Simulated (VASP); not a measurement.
**AgCl in VASP 6.6.1, relaxation**

INCAR

```
LDAUTYPE = 2
SIGMA = 0.5
GGA = PS
NBANDS = 16
NELM = 77
LASPH = .TRUE.
PREC = Accurate
EDIFFG = -5E-3
ENCUT = 600
EDIFF = 1E-7
LCHARG = .FALSE.
LDAU = .TRUE.
LDAUL = 2 -1
NSW = 40
LWAVE = .FALSE.
LREAL = .FALSE.
ISMEAR = 2
ISIF = 3
LDAUU = 5.0 0
LDAUJ = 0 0
IBRION = 2
LMAXMIX = 4
```

KPOINTS

```
KPOINTS created by Atomic Simulation Environment
0
Gamma
6 6 6
0 0 0
```

POSCAR

```
Ag Cl
 1.0000000000000000
     0.0000000000000000    3.0293613520081193    3.0293613520081193
     3.0293613520081193    0.0000000000000000    3.0293613520081193
     3.0293613520081193    3.0293613520081193    0.0000000000000000
 Ag  Cl
   1   1
Cartesian
  0.0000000000000000  0.0000000000000000  0.0000000000000000
  1.5146806760040596  1.5146806760040596  1.5146806760040596
```

The recommended PBE PAW datasets give the neutral cell 18 valence electrons.

Command

```
mpirun -np 1 vasp_std
```

Question: Predict the outcome of this run.

Answer: It converged. Results: relaxed cell vector lengths 4.156, 4.156, 4.156 Å; relaxed cell volume 50.75 Å³.

OSZICAR

```
N       E                     dE             d eps       ncg     rms          rms(c)
DAV:   1     0.108359651215E+03    0.10836E+03   -0.90409E+03   512   0.110E+03
DAV:   2    -0.250106114096E+00   -0.10861E+03   -0.10236E+03   640   0.223E+02
DAV:   3    -0.480789847008E+01   -0.45578E+01   -0.45460E+01   608   0.485E+01
DAV:   4    -0.484868583959E+01   -0.40787E-01   -0.40783E-01   688   0.486E+00
DAV:   5    -0.484937410134E+01   -0.68826E-03   -0.68824E-03   616   0.609E-01    0.538E+00
DAV:   6    -0.475988817864E+01    0.89486E-01   -0.14040E-01   744   0.541E+00    0.357E+00
DAV:   7    -0.476531497444E+01   -0.54268E-02   -0.83695E-02   592   0.207E+00    0.132E+00
DAV:   8    -0.476770679844E+01   -0.23918E-02   -0.97789E-03   664   0.114E+00    0.208E-01
DAV:   9    -0.476811293352E+01   -0.40614E-03   -0.14193E-03   608   0.557E-01    0.478E-02
DAV:  10    -0.476831703585E+01   -0.20410E-03   -0.28256E-04   656   0.203E-01    0.351E-02
...
DAV:   9    -0.481303189431E+01   -0.17778E-07   -0.48085E-08   440   0.196E-03
   3 F= -.48130319E+01 E0= -.48148422E+01  d E =-.446428E-01
       N       E                     dE             d eps       ncg     rms          rms(c)
DAV:   1    -0.481364477113E+01   -0.61289E-03   -0.10064E-02   528   0.100E+00    0.153E-01
DAV:   2    -0.481307122185E+01    0.57355E-03   -0.13166E-03   520   0.416E-01    0.534E-02
DAV:   3    -0.481303236908E+01    0.38853E-04   -0.10881E-04   640   0.900E-02    0.344E-02
DAV:   4    -0.481303212909E+01    0.23999E-06   -0.48376E-06   560   0.185E-02    0.938E-03
DAV:   5    -0.481303300959E+01   -0.88050E-06   -0.70564E-07   680   0.144E-02    0.186E-03
DAV:   6    -0.481303308925E+01   -0.79658E-07   -0.18577E-07   504   0.478E-03
   4 F= -.48130331E+01 E0= -.48148056E+01  d E =-.446440E-01
```

Standard output (part)

```
POSCAR found type information on POSCAR AgCl
 POSCAR found :  2 types and       2 ions
 LDA part: xc-table for (Slater+PW92), standard interpolation
 POSCAR, INCAR and KPOINTS ok, starting setup
 WAVECAR not read
 entering main loop
 curvature:   0.00 expect dE= 0.000E+00 dE for cont linesearch  0.000E+00
 search vector abs. value=  0.647E-01
 bond charge predicted
 trial-energy change:   -0.042037  1 .order   -0.040723   -0.064710   -0.016737
 bond charge predicted
 curvature:  -0.65 expect dE=-0.664E-05 dE for cont linesearch -0.664E-05
 ZBRENT: extrapolating
 opt :   1.3137  next Energy=    -4.813038 (dE=-0.446E-01)
 bond charge predicted
 curvature:  -0.58 expect dE=-0.385E-05 dE for cont linesearch -0.385E-05
 search vector abs. value=  0.658E-05
 reached required accuracy - stopping structural energy minimisation
```

```csv
ionic step,ΔE (meV/atom),volume (Å³),largest force (eV/Å),pressure (GPa),electronic steps
1,0.0,55.60,0.000,-2.72,14
2,-21.0,51.88,0.000,-0.76,10
3,-22.3,50.84,0.000,-0.04,9
4,-22.3,50.75,0.000,0.03,6
```

For comparison, a separate PBEsol relaxation on usual settings, not on those above, ends at 50.93 Å³.
